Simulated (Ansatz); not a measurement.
# CaSe (Fm-3m) in Ansatz: reference runs

How does CaSe come out in PBE? The cell is run as given and disturbed.

Program: Ansatz 0.2.0. These are calculated values, not measurements. Logs are shortened: lines on timing, memory, paths and dates and some standing lists are left out, and cuts for length are marked.

**What was measured.**

A printed reference work, monograph, original work of 1988 reports, for a bulk crystal of CaSe at 2 K: band gap 3.85 eV (indirect).

The runs below are set against these values where they give the same quantity.

## Step 1: Starting point

It takes space group Fm-3m (No. 225, cubic). Conventional cell: a = 5.912 Å, b = 5.912 Å, c = 5.912 Å, α = 90.00°, β = 90.00°, γ = 90.00°. Se (site symmetry m-3m) has 6 Ca at 2.96 Å as nearest neighbours. Around Ca (site symmetry m-3m) lie 6 Se at 2.96 Å.

## Step 2: Single point, PBE

input.yaml

```yaml
crystal:
  lattice:
    - [0.0, 2.956, 2.956]
    - [2.956, 0.0, 2.956]
    - [2.956, 2.956, 0.0]
  atoms:
    - { symbol: Se, position: [0.5, 0.5, 0.5] }
    - { symbol: Ca, position: [0.0, 0.0, 0.0] }
kpoints:
  mp_grid: { grid: [8, 8, 8] }
scf:
  occupations: { method: fermi_dirac, width: 0.05 }
hamiltonian:
  xc: pbe
  pseudopotentials: { kind: all_electron, lapw: { basis_error: 0.001 } }
output:
  forces: true
  stress: true
  eigenvalues: true
  populations: true
```

Potentials or basis: all-electron LAPW, scalar-relativistic.

Run with:

```bash
$ ansatz run input.yaml --threads 1 --pin off --max-ram 3072MiB --backend cpu --events-out ev --progress --plain --runs-dir out
```

Log:

```text
Warning: RAYON_NUM_THREADS=1 ignored (pool sized by the plan → 1); use --threads N
Se: projections on atomic orbitals take those of the free atom 1s2 2s2 2p6 3s2 3p6 3d10 4s2 4p4, of charge +0.00 (hamiltonian.pseudopotentials.projection_atoms)
Ca: projections on atomic orbitals take those of the free atom 1s2 2s2 2p6 3s2 3p6 4s2, of charge +0.00 (hamiltonian.pseudopotentials.projection_atoms)
LAPW: plane waves up to 6.697 Å⁻¹, error target 1.0e-3 eV per atom; small_component_spin mean_spin; Ca in spheres of 1.470 Å, 10 of its electrons in bands, Dirac shells []; Se in spheres of 1.486 Å, 24 of its electrons in bands, Dirac shells [] (how accurate: hamiltonian.pseudopotentials.lapw.basis_error, Limitations)
Engine: ansatz 0.2.0, aarch64-unknown-linux-gnu
Pseudopotentials: kind: all_electron
Pseudopotential: Se, LAPW, valence charge 24, lapw/all_electron/scalar/gaussian/Se, Koelling and Harmon's equation, gaussian nucleus
Pseudopotential: Ca, LAPW, valence charge 10, lapw/all_electron/scalar/gaussian/Ca, Koelling and Harmon's equation, gaussian nucleus
Functional definition: PBE
  parameter kappa = 0.804
  parameter beta = 0.06672455060314922
  exchange = pbe_x(kappa = kappa, mu = beta*pi^2/3)
  correlation = pbe_c(beta = beta)
Crystal: 2 atoms, lattice volume = 51.659 Å³
Basis set: ecut = 170.8520079547402 eV, 259 PW (Γ), exchange–correlation at level 2
Bands: 21, of which v1, the nominal top of the filled ones, is band 17 counted from 1 (16 counted from 0)
Symmetry: 48 space group operations
Space group: Fm-3m (ITA 225), of the structure as read, at distance tolerance 3.7e-5 Å
k-points: 29 of 512
Non-local potential: Se, projectors of the file, none
Non-local potential: Ca, projectors of the file, none
Initial density: superposition of atomic densities (chi_scale 0.1, normalization cell, long waves kept (reshape's long-wave potential 0.00 eV rms))
Initial wavefunctions: plane waves of lowest kinetic energy (no species holds an atomic orbital)
Functional: x = pbe(κ = 0.804, μ = 0.2195149727645171), c = pbe(β = 0.06672455060314922)
iter 1 solved again at ethr=1.46e-3 eV; its pass at ethr=1.00e-1 eV (dr2=4.97e-1 eV) is discarded
SCF iter   1: F=—  HF=-84644.297323 eV  |F-HF|=—  |Δ(HF+E_count)|=         —  Δρ=2.20e-2  dr2=4.98e-1  ethr=1.46e-3  ⟨swp⟩=2.0  Hψ=3995  notcnv=0
preconditioner: auto → none  [insulator: Δε(μ)=2.483 eV  Ē_g=9.320 eV  σ=0.050 eV  W_gap=1.00  n_scr=14 (ndim 8)  ℏωp=14.6 eV  f_vac=0.000  D(μ)=0.00/eV (n_scr^D=0)  ε∞_Penn≈3.5]
iter 2 solved again at ethr=6.37e-5 eV; its pass at ethr=1.46e-3 eV (dr2=2.17e-2 eV) is discarded
SCF iter   2: F=—  HF=-84644.184862 eV  |F-HF|=—  |Δ(HF+E_count)|=   1.12e-1  Δρ=5.51e-3  dr2=2.17e-2  ethr=6.37e-5  ⟨swp⟩=2.0  Hψ=3252  notcnv=0
SCF iter   3: F=—  HF=-84644.190785 eV  |F-HF|=—  |Δ(HF+E_count)|=         —  Δρ=3.53e-3  dr2=1.18e-2  ethr=6.37e-5  ⟨swp⟩=2.1  Hψ=2004  notcnv=0
the basis was enlarged: its passes take 88.7 KiB over the memory plan, 1 of 1 planned eigensolver slots
SCF iter   4: F=—  HF=-84644.194387 eV  |F-HF|=—  |Δ(HF+E_count)|=   3.60e-3  Δρ=6.05e-4  dr2=2.59e-4  ethr=3.47e-5  ⟨swp⟩=2.0  Hψ=1895  notcnv=0
SCF iter   5: F=—  HF=-84644.194735 eV  |F-HF|=—  |Δ(HF+E_count)|=   3.48e-4  Δρ=7.39e-5  dr2=2.56e-6  ethr=7.62e-7  ⟨swp⟩=3.0  Hψ=1959  notcnv=0
SCF iter   6: F=—  HF=-84644.194747 eV  |F-HF|=—  |Δ(HF+E_count)|=   1.22e-5  Δρ=2.24e-5  dr2=1.56e-7  ethr=7.54e-9  ⟨swp⟩=3.0  Hψ=1978  notcnv=0
SCF iter   7: F=-84644.194748 eV  HF=-84644.194748 eV  |F-HF|=1.03e-8  |Δ(HF+E_count)|=   9.95e-7  Δρ=2.51e-6  dr2=2.04e-9  ethr=4.59e-10  ⟨swp⟩=3.0  Hψ=2034  notcnv=0
SCF 1 converged in 7 iterations: F = -84644.194748 eV  dr2 = 2.04e-9
SCF converged after 7 iterations
Free energy (F): -84644.194748 eV
Harris-Foulkes:  -84644.194748 eV  (|F-HF|=1.03e-8)
Internal energy: -84644.194748 eV  (E = F + TS)
E sigma→0 (E₀):  -84644.194748 eV
Fermi energy:    8.623793 eV
--- Per-component energies (eV) ---
  E_band       = -1722.483254
  E_kinetic    = 86356.164071
  E_xc         = -3382.117316
  E_electrostatic = -167618.241502  (all electrons and nuclei)
  E_smearing   = -0.000000  (= −TS)
  E_closure    = 0.000000  (closes the sum)
  E_atoms      = -84634.732595  (free atoms, spherical and without spin; not in F)
  Σ components = -84644.194748   (vs F -84644.194748, Δ=0.00e0)
  Basis errors (estimates in eV, not in F): energy 4.1e-4 per atom: plane waves 3.7e-4 (2.0e-4 summed), levels above the bands 1.1e-30, relativity 1.4e-8, radial functions 4.3e-5, core shells 6.2e-7; eigenvalues (radial functions only) 1.2e-6; not estimated: angular momenta, meshes, grids; target (lapw.basis_error) 1.0e-3; muffin-tin radii Ca 1.470 Å, Se 1.486 Å
--- Forces (eV/Å), atoms counted from 1 ---
  atom   1  Se     0.00000000    -0.00000000    -0.00000000
  atom   2  Ca    -0.00000000     0.00000000     0.00000000
  max |Σ_I F_I| component: 3.29e-31 eV/Å
--- Stress (GPa, compression-positive) ---
        1.167660       0.000000      -0.000000
        0.000000       1.167660      -0.000000
       -0.000000      -0.000000       1.167660
  P = ⅓ Tr σ = 1.1677 GPa (11.677 kbar)
--- Band table (eV; the first three rows and the last of 29) ---
  k-point 0: bands = ["-198.5667", "-138.0334", "-138.0334", "-138.0334", "-38.2557", "-38.2557", "-38.2503", "-38.2503", "-38.2503", "-32.1502", "-13.1397", "-13.1397", "-13.1397", "-4.1945", "7.6084", "7.6084", "7.6084", "10.9642", "11.3199", "11.3199", "11.3199"]
  k-point 1: bands = ["-198.5667", "-138.0334", "-138.0334", "-138.0334", "-38.2557", "-38.2557", "-38.2503", "-38.2503", "-38.2503", "-32.1492", "-13.1569", "-13.1408", "-13.1408", "-4.1018", "6.8426", "7.3691", "7.3691", "11.2267", "11.5315", "11.5315", "11.9394"]
  k-point 2: bands = ["-198.5667", "-138.0334", "-138.0334", "-138.0334", "-38.2557", "-38.2557", "-38.2503", "-38.2502", "-38.2502", "-32.1468", "-13.1978", "-13.1435", "-13.1435", "-3.8666", "5.6066", "6.9092", "6.9092", "11.3402", "12.0481", "12.0481", "13.2870"]
  k-point 28: bands = ["-198.5667", "-138.0334", "-138.0334", "-138.0334", "-38.2559", "-38.2557", "-38.2502", "-38.2502", "-38.2501", "-32.1409", "-13.1975", "-13.1975", "-13.1793", "-3.5263", "5.6264", "5.6264", "5.9353", "12.0142", "12.0142", "12.8630", "13.3502"]
--- Löwdin populations: 2 sites ---
  site symbol       q [e]
     0     Se     35.2868
     1     Ca     18.4428
  spilling = 0.005007 (of n_electrons = 54.000000)
```

Wall time 7.9 s (1 thread of Arm Neoverse N1, shared host); peak memory 0.26 GiB.

Results:

| Item | Value |
| --- | --- |
| Free energy | -84644.1947 eV |
| Pressure | 1.2 GPa |
| Band gap on the k mesh | 2.03 eV, indirect (least direct gap 2.96 eV) |
| Loewdin charges | Se -1.29; Ca +1.56 e |

Caveat: the atomic charges don't sum to the cell's charge.

## Step 3: Single point, PBE (atoms moved at random, drawn with an rms of 0.05 Å)

input.yaml: that of step 2 with these lines changed.

```diff
@@ -6,4 +6,4 @@
   atoms:
-    - { symbol: Se, position: [0.5, 0.5, 0.5] }
-    - { symbol: Ca, position: [0.0, 0.0, 0.0] }
+    - { symbol: Se, position: [0.497296, 0.485034, 0.499874] }
+    - { symbol: Ca, position: [0.005185, 0.005618, -0.00701] }
 kpoints:
```

Potentials or basis: all-electron LAPW, scalar-relativistic.

Run with:

```bash
$ ansatz run input.yaml --threads 1 --pin off --max-ram 3072MiB --backend cpu --events-out ev --progress --plain --runs-dir out
```

Log:

```text
Warning: RAYON_NUM_THREADS=1 ignored (pool sized by the plan → 1); use --threads N
Se: projections on atomic orbitals take those of the free atom 1s2 2s2 2p6 3s2 3p6 3d10 4s2 4p4, of charge +0.00 (hamiltonian.pseudopotentials.projection_atoms)
Ca: projections on atomic orbitals take those of the free atom 1s2 2s2 2p6 3s2 3p6 4s2, of charge +0.00 (hamiltonian.pseudopotentials.projection_atoms)
LAPW: plane waves up to 6.956 Å⁻¹, error target 1.0e-3 eV per atom; small_component_spin mean_spin; Ca in spheres of 1.424 Å, 10 of its electrons in bands, Dirac shells []; Se in spheres of 1.448 Å, 24 of its electrons in bands, Dirac shells [] (how accurate: hamiltonian.pseudopotentials.lapw.basis_error, Limitations)
[... 9 set-up lines as earlier in the session ...]
Crystal: 2 atoms, lattice volume = 51.659 Å³
Basis set: ecut = 184.3675604275592 eV, 283 PW (Γ), exchange–correlation at level 2
Bands: 21, of which v1, the nominal top of the filled ones, is band 17 counted from 1 (16 counted from 0)
Symmetry: 1 space group operations
Space group: P1 (ITA 1), of the structure as read, at distance tolerance 3.7e-5 Å
k-points: 260 of 512 (time reversal used)
[... 2 set-up lines as earlier in the session ...]
[... 26 lines left out ...]
  E_smearing   = -0.000000  (= −TS)
  E_closure    = 0.000000  (closes the sum)
  E_atoms      = -84634.732595  (free atoms, spherical and without spin; not in F)
  Σ components = -84644.181068   (vs F -84644.181068, Δ=0.00e0)
  Basis errors (estimates in eV, not in F): energy 4.4e-4 per atom: plane waves 3.9e-4 (2.2e-4 summed), levels above the bands 6.0e-31, relativity 4.6e-8, radial functions 4.3e-5, core shells 1.5e-6; eigenvalues (radial functions only) 9.9e-7; not estimated: angular momenta, meshes, grids; target (lapw.basis_error) 1.0e-3; muffin-tin radii Ca 1.424 Å, Se 1.448 Å
--- Forces (eV/Å), atoms counted from 1 ---
  atom   1  Se     0.12488757     0.00908644     0.26671563
  atom   2  Ca    -0.12488772    -0.00908644    -0.26671493
  max |Σ_I F_I| component: 7.07e-7 eV/Å
--- Stress (GPa, compression-positive) ---
        1.237924      -0.001787      -0.051643
       -0.001787       1.129168      -0.003773
       -0.051643      -0.003773       1.603763
  P = ⅓ Tr σ = 1.3236 GPa (13.236 kbar)
--- Band table (eV; the first three rows and the last of 260) ---
  k-point 0: bands = ["-198.5672", "-138.0342", "-138.0340", "-138.0334", "-38.2565", "-38.2561", "-38.2511", "-38.2508", "-38.2507", "-32.1443", "-13.1362", "-13.1346", "-13.1343", "-4.1958", "7.5866", "7.5919", "7.5929", "10.9607", "11.3213", "11.3432", "11.3488"]
  k-point 1: bands = ["-198.5672", "-138.0342", "-138.0340", "-138.0334", "-38.2565", "-38.2561", "-38.2511", "-38.2508", "-38.2507", "-32.1433", "-13.1523", "-13.1368", "-13.1356", "-4.1032", "6.8238", "7.3579", "7.3686", "11.2226", "11.5285", "11.5340", "11.9096"]
  k-point 2: bands = ["-198.5672", "-138.0342", "-138.0340", "-138.0334", "-38.2566", "-38.2561", "-38.2511", "-38.2507", "-38.2506", "-32.1409", "-13.1934", "-13.1395", "-13.1383", "-3.8683", "5.5996", "6.9058", "6.9148", "11.3247", "12.0350", "12.0402", "13.2438"]
  k-point 259: bands = ["-198.5672", "-138.0342", "-138.0340", "-138.0334", "-38.2566", "-38.2561", "-38.2511", "-38.2507", "-38.2506", "-32.1375", "-13.2502", "-13.1428", "-13.1421", "-3.5017", "4.3275", "6.4083", "6.4138", "12.1206", "13.0950", "13.1157", "13.1211"]
--- Löwdin populations: 2 sites ---
  site symbol       q [e]
     0     Se     35.2865
     1     Ca     18.4426
  spilling = 0.005017 (of n_electrons = 54.000000)
```

populations.tsv:

```text
# site	symbol	l	j	q
# orbitals = lowdin
# n_electrons = 54.000000
# spilling = 0.005017
# projection_atom_Se: 1s2 2s2 2p6 3s2 3p6 3d10 4s2 4p4
# projection_atom_Ca: 1s2 2s2 2p6 3s2 3p6 4s2
0	Se	0_1S	-	1.999997
0	Se	0_2S	-	1.999836
0	Se	0_3S	-	1.996549
0	Se	0_4S	-	1.860778
0	Se	1_2P	-	5.999998
0	Se	1_3P	-	5.999476
0	Se	1_4P	-	5.430053
0	Se	2_3D	-	9.999819
1	Ca	0_1S	-	1.999993
1	Ca	0_2S	-	1.999583
1	Ca	0_3S	-	1.986608
1	Ca	0_4S	-	0.460707
1	Ca	1_2P	-	5.999994
1	Ca	1_3P	-	5.995676
```

Run time: 98 s. Hardware: 1 thread of Arm Neoverse N1, shared host; peak memory 0.54 GiB.

Results:

```yaml
Free_energy: -84644.1811 eV
Pressure: 1.3 GPa
Largest_force: 0.295 eV/Å
Band_gap_on_the_k_mesh: 2.05 eV, indirect (least direct gap 2.97 eV)
Loewdin_charges: Se -1.29; Ca +1.56 e
```

Forces in eV/Å, atoms in the order of the input:
```
Se   0.125  0.009  0.267
Ca  -0.125 -0.009 -0.267
```

Stress tensor (GPa, compression positive):
```
 1.24  0.00 -0.05
 0.00  1.13  0.00
-0.05  0.00  1.60
```

Caveat: the atomic charges don't sum to the cell's charge. A k mesh can miss the band edges.

## Step 4: Comparison with measurements

Step 2. A measured gap of CaSe is 3.85 eV (indirect; 2 K; a printed reference work, monograph, original work of 1988); the calculated 2.03 eV misses it by -1.82 eV. Spin-orbit coupling on Se is left out. The value is that of PBE on a finite k mesh, which can miss the band edges, without temperature or zero-point motion. Semilocal functionals fall short of measured gaps as a rule.
